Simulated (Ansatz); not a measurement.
The cell is COD entry 2300377, as deposited and not checked against the literature; nothing was relaxed. The listed cell was then made from it by scaling, straining or moving an atom.

SiNi: DFT, PBE, all-electron PAW with datasets made for the crystal, scalar-relativistic (Ansatz 0.2.0). What sets it apart from a plain run of this crystal: volume scaled by 0.98.

Command: `ansatz run input.yaml --threads 1 --pin off --max-ram 6144MiB --backend cpu --events-out ev --progress --plain --runs-dir out` The run took 89 s on 1 thread of Arm Neoverse V2, on a shared host, peak memory 1.2 GiB.

```yaml
crystal:
  lattice:
    - [3.006306502, 0.0, 0.0]
    - [0.0, 3.2515295394, 0.0]
    - [0.0, 0.0, 4.6662304594]
  atoms:
    - { symbol: Si, position: [0.5, 0.5, 0.8423] }
    - { symbol: Si, position: [0.0, 0.0, 0.1577] }
    - { symbol: Ni, position: [0.5, 0.5, 0.34422], spin: 1.5 }
    - { symbol: Ni, position: [0.0, 0.0, 0.65578], spin: 1.5 }
magnetization:
  spin_polarized: true
kpoints:
  mp_grid: { grid: [11, 10, 7] }
scf:
  occupations: { method: fermi_dirac, width: 0.05 }
hamiltonian:
  xc: pbe
  pseudopotentials: { kind: all_electron, datasets: crystal }
output:
  forces: true
  stress: true
  eigenvalues: true
  efg: { contact_densities: true }
```

Output (standing set-up lines are left out):

```
hamiltonian.pseudopotentials.datasets: crystal makes datasets for this crystal and solves the spheres of its atoms anew in each pass: cutoff 320.0 eV, the density's 1280.0 eV; for an error of 0.50 meV an atom under PBE, 2.0 meV for the cell; an energy difference from a run of another recipe may be off by several times the error for the cell, under r2SCAN by more, where some 0.1 meV an atom stays at smaller errors; Si in spheres of 1.106 Å, 4 of its electrons in bands; Ni in spheres of 1.212 Å, 18 of its electrons in bands
Crystal: 4 atoms, lattice volume = 45.613 Å³
Basis set: ecut = 320 eV, 597 PW (Γ), exchange–correlation on 36×40×60 points (8 copies of the dense FFT grid, shifted against one another)
PAW one-centre angular grid: Si, 110 points (default); XC on its mesh's 1929 points in the sphere
iter 1 solved again at ethr=7.61e-5 eV; its pass at ethr=1.00e-1 eV (dr2=1.07e-1 eV) is discarded
SCF iter   1: F=—  HF=-98552.125201 eV  |F-HF|=—  |Δ(HF+E_count)|=         —  Δρ=9.38e-3 (↑9.38e-3 ↓9.38e-3)  dr2=3.37e-2  dr2_m=3.19e-12  M=0.000 μB ∫|m|=0.000 μB  β_m=0.30  ethr=7.61e-5  ⟨swp⟩=3.8  Hψ=70218  notcnv=0
preconditioner: auto → Kerker (q_TF=auto, 2.712 Å⁻¹)  [metal: Δε(μ)=0.016 eV  Ē_g=8.815 eV  σ=0.050 eV  W_gap=0.08  n_scr=16 (ndim 8)  ℏωp=29.1 eV  f_vac=0.006  D(μ)=1.40/eV (n_scr^D=6)]
spin=Collinear: Kerker preconditioning applied to the charge; magnetization (m = ρ↑ − ρ↓) channel mixes plain (no charge-response kernel on spin).
SCF iter   2: F=—  HF=-98552.088877 eV  |F-HF|=—  |Δ(HF+E_count)|=   3.63e-2  Δρ=1.65e-2 (↑1.65e-2 ↓1.65e-2)  dr2=3.29e-1  dr2_m=1.92e-12  M=0.000 μB ∫|m|=0.000 μB  β_m=0.33  ethr=7.61e-5  ⟨swp⟩=3.4  Hψ=23236  notcnv=0
SCF iter   3: F=—  HF=-98552.062200 eV  |F-HF|=—  |Δ(HF+E_count)|=   2.67e-2  Δρ=5.75e-3 (↑5.75e-3 ↓5.75e-3)  dr2=1.65e-2  dr2_m=1.20e-12  M=0.000 μB ∫|m|=0.000 μB  β_m=0.41  ethr=7.61e-5  ⟨swp⟩=3.1  Hψ=20190  notcnv=0
iter 4 solved again at ethr=3.29e-6 eV; its pass at ethr=3.74e-5 eV (dr2=1.45e-3 eV) is discarded
SCF iter   4: F=—  HF=-98552.041778 eV  |F-HF|=—  |Δ(HF+E_count)|=   2.04e-2  Δρ=1.19e-3 (↑1.19e-3 ↓1.19e-3)  dr2=1.69e-3  dr2_m=1.81e-13  M=0.000 μB ∫|m|=0.000 μB  β_m=0.41  ethr=3.29e-6  ⟨swp⟩=2.2  Hψ=32760  notcnv=0  defer=12
eigensolver tolerance schedule calibrated: the retry pair's looser diagonalisation under-reported the residual by θ = 0.14 (0.13/decade); ethr = c·dr2/N_el runs at the constant in force after the calibration composes with the one it found (an armed cap, an earlier calibration), c = 5.6e-2
SCF iter   5: F=—  HF=-98552.043754 eV  |F-HF|=—  |Δ(HF+E_count)|=   1.98e-3  Δρ=1.04e-3 (↑1.04e-3 ↓1.04e-3)  dr2=1.68e-3  dr2_m=6.91e-14  M=0.000 μB ∫|m|=0.000 μB  β_m=0.71  ethr=2.13e-6  ⟨swp⟩=3.0  Hψ=15442  notcnv=0  defer=6
SCF iter   6: F=—  HF=-98552.046777 eV  |F-HF|=—  |Δ(HF+E_count)|=   3.02e-3  Δρ=4.86e-4 (↑4.86e-4 ↓4.86e-4)  dr2=4.29e-4  dr2_m=1.19e-14  M=0.000 μB ∫|m|=0.000 μB  β_m=0.85  ethr=2.12e-6  ⟨swp⟩=3.0  Hψ=16302  notcnv=0  defer=4
SCF iter   7: F=—  HF=-98552.046737 eV  |F-HF|=—  |Δ(HF+E_count)|=   3.98e-5  Δρ=5.26e-5 (↑5.26e-5 ↓5.26e-5)  dr2=3.79e-6  dr2_m=1.29e-15  M=0.000 μB ∫|m|=0.000 μB  β_m=0.85  ethr=5.41e-7  ⟨swp⟩=2.1  Hψ=17770  notcnv=0  defer=12
SCF iter   8: F=—  HF=-98552.046737 eV  |F-HF|=—  |Δ(HF+E_count)|=   4.61e-7  Δρ=2.47e-5 (↑2.47e-5 ↓2.47e-5)  dr2=1.16e-6  dr2_m=2.41e-16  M=0.000 μB ∫|m|=0.000 μB  β_m=0.93  ethr=4.78e-9  ⟨swp⟩=3.0  Hψ=18942  notcnv=0
SCF iter   9: F=—  HF=-98552.046737 eV  |F-HF|=—  |Δ(HF+E_count)|=   2.26e-7  Δρ=8.82e-6 (↑8.82e-6 ↓8.82e-6)  dr2=1.51e-7  dr2_m=3.35e-17  M=0.000 μB ∫|m|=0.000 μB  β_m=0.89  ethr=1.46e-9  ⟨swp⟩=2.7  Hψ=15050  notcnv=0  defer=4
SCF iter  10: F=-98552.046737 eV  HF=-98552.046737 eV  |F-HF|=8.98e-9  |Δ(HF+E_count)|=   3.92e-8  Δρ=2.31e-6 (↑2.31e-6 ↓2.31e-6)  dr2=1.03e-8  dr2_m=1.40e-18  M=0.000 μB ∫|m|=0.000 μB  ethr=1.90e-10  ⟨swp⟩=3.0  Hψ=16402  notcnv=0
WARN: the starting moments were not kept: the SCF closed with an absolute magnetisation of 1.2e-9 μB, where they sum to 3 μB in size (2 sites). That is at most 0.1 of that sum. Measured as dr2_m measures the in/out step, that magnetisation stands 5.1e-19 eV from none, at or under the dr2_threshold of 1.0e-7 eV: it is no larger than a step whose dr2_m would equal this threshold. The system may hold no moment; this SCF shows only that its start led to no more than that. This SCF took its magnetisation from a saved state (the deck's checkpoint.read, a session's seed or a resume), or from the single point or search that the run made first, and not from the starting moments. Where the run's atoms have moved since that state, how it is taken is a key of its own (checkpoint.density_extrapolation: follow_atoms, where typed, takes the whole of its magnetisation to them with its atoms, but for some exceptions; the density_extrapolation keyword of a session's seed is the same key). To be rid of a resumed run's state, run its deck in a fresh run directory. To be rid of the state of a single point that the run made first, give starting moments in the input or, where a deck that gives them still makes one, type scf.lower_state_search: off. To try another start, run it without that state. A second SCF, from the converged charge density, with the starting moments and any scf.initial_density.shell_occupations laid on it anew, would have followed, and was not run: the deck does not ask for one (magnetization.retry_lost_moments is false, the default). To let it run, set magnetization.retry_lost_moments: true and run the deck again, where that key's refused combinations let it; where memory then withholds it, that run's warning says so.
SCF 1 converged in 10 iterations: F = -98552.046740 eV  dr2 = 1.03e-8
  Residual-converged pass: ⟨swp⟩=3.0  Hψ=16819  notcnv=0  max |occ|·‖R‖ = 6.7e-6 eV (tolerance 6.7e-6 eV)  dr2=9.83e-9  dr2_m=1.48e-18  dr2_onsite=4.00e-9  max |Δocc| = 2.8e-10
  greatest PAW one-centre occupation: 1.012 electrons in one spin orbital (limit 2), on the Ni atom at site 3 (counted from 0), in its partial waves of l = 1
SCF converged after 10 iterations
Magnetization: 0.0000 μB (22.0000 up, 22.0000 down)
Absolute magnetization: 0.0000 μB (∫|ρ↑−ρ↓|)
Spin contamination: -0.1310 ħ² per cell (⟨S²⟩ above its minimum at these occupations)
Per-site moments (μB) at R_I (Å): [(-2.6566327239275173e-11, 0.9587143777274054), (-2.6566259320120665e-11, 0.9587143777274054), (3.1837707593368e-10, 0.9587143777274054), (3.183771108860172e-10, 0.9587143777274054)]
Free energy (F): -98552.046740 eV
Harris-Foulkes:  -98552.046740 eV  (|F-HF|=8.98e-9)
Internal energy: -98552.035525 eV  (E = F + TS)
E sigma→0 (E₀):  -98552.041132 eV
Entropy (-TS):   -0.011215 eV (-2.804 meV/atom)
Past the cutoff: the bands carry plane waves up to 1.75 times it, of which those up to 1.5 times it add -0.000407 eV an atom, each by itself; the spheres take 0.000225 eV an atom off the energy for waves past 1.75 times it
By the cutoff:   a pressure is off by up to 0.008 GPa (1.2 times the spheres' own share and the shells' term, over an atom's volume, and 0.004 GPa: a bound that held against runs at twice the plane waves)
Past the cutoffs: a stress includes 0.0011 GPa for waves and charges beyond them, in addition to the slope of what the spheres take
In the spheres:  the bands' charges fall short by 2.7e-6 e at most (sound up to 1e-3)
Fermi energy:    17.238161 eV
--- Per-component energies (eV) ---
  The terms above E_closure are by the made datasets' own strengths, without shells solved beside the bands.
--- Forces (eV/Å), atoms counted from 1 ---
  atom   1  Si     0.00000000     0.00000000     0.13413683
  atom   2  Si     0.00000000     0.00000000    -0.13413683
  atom   3  Ni     0.00000000     0.00000000    -0.08223099
  atom   4  Ni     0.00000000     0.00000000     0.08223099
  max |Σ_I F_I| component: 2.78e-17 eV/Å
--- Stress (GPa, compression-positive) ---
        4.097779       0.000000       0.000000
        0.000000       4.486029       0.000000
        0.000000       0.000000       6.515763
  P = ⅓ Tr σ = 5.0332 GPa (50.332 kbar)
--- PAW observables at the nuclei: V_zz in 10²¹ V/m², potentials from the cell's mean, atoms counted from 1 ---
  atom   1  Si V_zz =    -3.413144   η = 0.4829   by run symmetry: allowed
            electrostatic potential = -1366.819180 V   contact ρ = 12820.030809 e/Å³   contact ρ_s (e/Å³): all electrons +0.000000, valence +0.000000
  atom   2  Si V_zz =    -3.413144   η = 0.4829   by run symmetry: allowed
            electrostatic potential = -1366.819180 V   contact ρ = 12820.030809 e/Å³   contact ρ_s (e/Å³): all electrons +0.000000, valence +0.000000
  atom   3  Ni V_zz =    -0.855899   η = 0.5674   by run symmetry: allowed
            electrostatic potential = -3574.203501 V   contact ρ = 130475.345873 e/Å³   contact ρ_s (e/Å³): all electrons +0.000000, valence +0.000000
  atom   4  Ni V_zz =    -0.855899   η = 0.5674   by run symmetry: allowed
            electrostatic potential = -3574.203501 V   contact ρ = 130475.345873 e/Å³   contact ρ_s (e/Å³): all electrons +0.000000, valence +0.000000
--- Band table (eV; the first three rows and the last of 288) ---
  k-point 0 ↑: bands = ["-86.7426", "-86.7329", "-47.2573", "-47.2293", "-47.1442", "-47.1061", "-47.0760", "-47.0450", "3.2340", "9.0486", "10.6658", "12.9982", "13.6503", "14.2123", "14.3570", "14.5055", "14.5996", "14.6305", "14.8985", "15.2679", "15.2872", "16.1470", "18.0159", "20.3103", "22.3957", "22.6951"]
  k-point 1 ↑: bands = ["-86.7426", "-86.7329", "-47.2572", "-47.2295", "-47.1441", "-47.1062", "-47.0760", "-47.0450", "3.3464", "8.3843", "11.0705", "13.0402", "13.6141", "14.2146", "14.3652", "14.5137", "14.5437", "14.5923", "14.8221", "15.2588", "15.7224", "16.4756", "18.2571", "20.2333", "22.0076", "22.3557"]
  k-point 2 ↑: bands = ["-86.7426", "-86.7329", "-47.2571", "-47.2298", "-47.1441", "-47.1062", "-47.0760", "-47.0450", "3.6507", "7.3305", "11.5234", "13.1400", "13.5268", "14.2227", "14.3532", "14.3842", "14.4324", "14.5806", "14.6679", "15.2378", "17.0914", "17.2444", "18.8859", "20.0605", "20.7719", "22.2712"]
  k-point 143 ↓: bands = ["-86.7369", "-86.7369", "-47.2422", "-47.2422", "-47.1365", "-47.1365", "-47.0654", "-47.0654", "9.6054", "9.6054", "10.6385", "10.6385", "12.4086", "12.4086", "13.5423", "13.5423", "14.3833", "14.3833", "15.2249", "15.2249", "15.6802", "15.6802", "17.0139", "17.0139", "18.3903", "18.3903"]
```
